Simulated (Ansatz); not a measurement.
Levels of theory for AlN (wurtzite)

What experiment reports for this phase, and the runs try to reproduce:
- lattice constant a: 3.111 Å (a lattice parameter, reported experimental value; Literature experimental value cited in the paper's theory part; quoted in “Electronic structure and chemical bonding anisotropy investigation of wurtzite AlN”, 2011, arxiv:1112.6088)
- Raman mode: about 247.6 cm⁻¹ (E2(low); 300 K; micro-Raman, 532 nm excitation; “Structural, Surface and Optical Studies of m- and c-Face AlN Crystals Grown by Physical Vapor Transport Method”, 2023, pmc:10004678)
- Raman mode: 658 cm⁻¹ (E2(2), E2(high); 300 K; Raman spectroscopy, 488 nm excitation; “X-ray radiation excited ultralong (>20,000 seconds) intrinsic phosphorescence in aluminum nitride single-crystal scintillators”, 2020, pmc:7455697)
- Raman mode: 673.56 cm⁻¹ (E1(TO); 300 K; Raman, 532 nm; m-plane seed under small compressive stress; “Comparative Studies of c- and m-Plane AlN Seeds Grown by Physical Vapor Transport”, 2022, pmc:9784680)
- Raman mode: 895.64 cm⁻¹ (A1(LO); 300 K; Raman, 532 nm; seen on the m-plane, where A1(LO) is forbidden in backscattering; small compressive stress; “Comparative Studies of c- and m-Plane AlN Seeds Grown by Physical Vapor Transport”, 2022, pmc:9784680)
- Raman mode: 915.22 cm⁻¹ (E1(LO); 300 K; Raman, 532 nm; seen on the m-plane, where E1(LO) is forbidden in backscattering; small compressive stress; “Comparative Studies of c- and m-Plane AlN Seeds Grown by Physical Vapor Transport”, 2022, pmc:9784680)

The calculated numbers come from the plane-wave code Ansatz. The values are computed, spin-unpolarised.

Structure: AlN (wurtzite), at its r2SCAN minimum. Space group P6_3mc (No. 186), hexagonal; a = 3.107 Å, c = 4.979 Å in the conventional setting, 10.40 Å³ an atom. Around Al lie 4 N at 1.89–1.90 Å; around N lie 4 Al at 1.89–1.90 Å.

```
Al N
1.0
     3.10669    0.00000    0.00000
    -1.55335    2.69048    0.00000
     0.00000    0.00000    4.97859
Al N
2 2
Cartesian
  0.0000 1.7937 -0.0164
  1.5533 0.8968 2.4729
  0.0000 1.7937 1.8834
  1.5533 0.8968 4.3727
```

Relaxed lattice by functional, symmetry kept:
```tsv
functional	k mesh	a (Å)	c (Å)	volume (Å³/atom)
PBE	12×12×6	3.130	5.018	10.64
r2SCAN	12×12×6	3.107	4.979	10.40
PBEsol	12×12×6	3.114	4.984	10.46
LDA	12×12×6	3.089	4.943	10.21
HSE06	6×6×4	3.105	4.968	10.37
```

Gaps on the r2SCAN cell, each the least over its mesh and the special points:
```
                                    level       k mesh  gap (eV)    kind     edges  least direct gap (eV)        rough cost
                                      LDA      12×12×6      4.26  direct         Γ                   4.26    6 core-seconds
                                      PBE      12×12×6      4.23  direct         Γ                   4.23    7 core-seconds
                                   r2SCAN      12×12×6      4.88  direct         Γ                   4.88   14 core-seconds
                                    HSE06        6×6×4      5.60  direct         Γ                   5.60   80 core-seconds
                                 DDH-PBE0        6×6×4      6.09  direct         Γ                   6.09    2 core-minutes
                                     PBE0        6×6×4      6.33  direct         Γ                   6.33   90 core-seconds
                                  LC-ωPBE  6×6×4 alone     11.12  direct         Γ                  11.12   50 core-seconds
                             Hartree-Fock        6×6×4     13.55  direct         Γ                  13.55  100 core-seconds
G0W0@PBE (124 empty bands, 120 eV, 6×6×4)        6×6×4      5.83       –  Γ (mesh)                      –  110 core-seconds
G0W0@PBE (308 empty bands, 220 eV, 6×6×4)        6×6×4      5.95       –  Γ (mesh)                      –   13 core-minutes
```
PBE: smearing of 0.02 eV; the others have fixed occupations.
Wave cutoffs: 420 eV, 500 eV (r2SCAN).
A mesh marked alone had no extra points solved.
The G0W0 gap is PBE's gap over the path plus the quasiparticle shift read on the mesh. The G0W0 figures hold for the stated bands, cutoff and mesh and aren't extrapolated.
Costs come from shared machines and give only the order; PBE's includes the band path. The runs had 4 threads of Intel(R) Xeon(R) Platinum 8259CL CPU @ 2.50GHz (Skylake/Cascade Lake), on a shared host.

With HSE06 the gap is 5.60 eV and direct, at Γ. With r2SCAN, at Γ the top three valence levels group as 1+2 from the top, spread over 223 meV.

Taking G0W0@PBE (308 empty bands, 220 eV, 6×6×4), 5.95 eV, as the yardstick (a computed one, not at the basis limit), DDH-PBE0 comes nearest, +0.14 eV off, at about 9 times r2SCAN's cost; G0W0 itself took about 60 times r2SCAN's cost. The others: HSE06 -0.35, PBE0 +0.38, r2SCAN -1.07, LDA -1.69, PBE -1.72, LC-ωPBE +5.17, Hartree-Fock +7.60 eV. The yardstick's own error is a tenth of an eV or more. r2SCAN covers 47 % of the step from PBE to HSE06, while HSE06 needs about 6 times r2SCAN's cost (on a coarser mesh). All these functionals give a gap of the same kind, direct.

r2SCAN (ground state on 9×9×4): ε∞: 4.14 along x and y, 4.33 along z. Born charges, averaged over directions: Al +2.58, N -2.58 e. PBE (ground state on 9×9×4): The clamped-ion dielectric constant comes out as 4.43 along x and y, 4.65 along z. Born charges, averaged over directions: Al +2.58, N -2.58 e.

On the PBEsol cell (a = 3.114 Å, c = 4.984 Å), with PBEsol: The zone-centre optical frequencies run from 235 to 712 cm⁻¹, none imaginary (the rest of the zone wasn't tested). With the long-range field the highest mode reaches 895 cm⁻¹. By the program's warning the force constants, and with them frequencies and ε⁰, aren't converged on this mesh. The electronic dielectric tensor ε∞ is 4.50 along x and y, 4.73 along z. With the ions relaxed, ε⁰ is 8.2 along x and y, 9.8 along z. Born charges, averaged over directions: Al +2.58, N -2.58 e.

Set against measured values:
- Lattice constant a, measured 3.111 Å: PBE 3.130 (+0.6 %), r2SCAN 3.107 (-0.1 %), PBEsol 3.114 (+0.1 %), LDA 3.089 (-0.7 %), HSE06 3.105 (-0.2 %).
- Raman mode at 248 cm⁻¹ (E2(low)): the nearest PBEsol mode at Γ lies at 235 cm⁻¹ (-5.1 %).
- Raman mode at 658 cm⁻¹ (E2(2), E2(high)): the nearest PBEsol mode at Γ lies at 651 cm⁻¹ (-1.1 %).
- Raman mode at 674 cm⁻¹ (E1(TO)): the nearest PBEsol mode at Γ lies at 662 cm⁻¹ (-1.7 %).
- Raman mode at 896 cm⁻¹ (A1(LO)): the nearest PBEsol mode at Γ, with the long-range field, lies at 870 cm⁻¹ (-2.9 %).
- Raman mode at 915 cm⁻¹ (E1(LO)): the nearest PBEsol mode at Γ, with the long-range field, lies at 895 cm⁻¹ (-2.2 %).
The calculated lattice is static; the measured one holds thermal expansion and zero-point motion. Reports marked as nanostructured, strained, doped, implanted or mixed samples, and transport gaps, were set aside. Modes are paired by degeneracy and infrared activity, where the label gives them, and frequency; they are harmonic.

The meshes of the hybrids are coarse, so their gaps aren't converged to the digits shown.

The splittings at Γ are without spin-orbit coupling, which regroups them where it is of like size or larger.
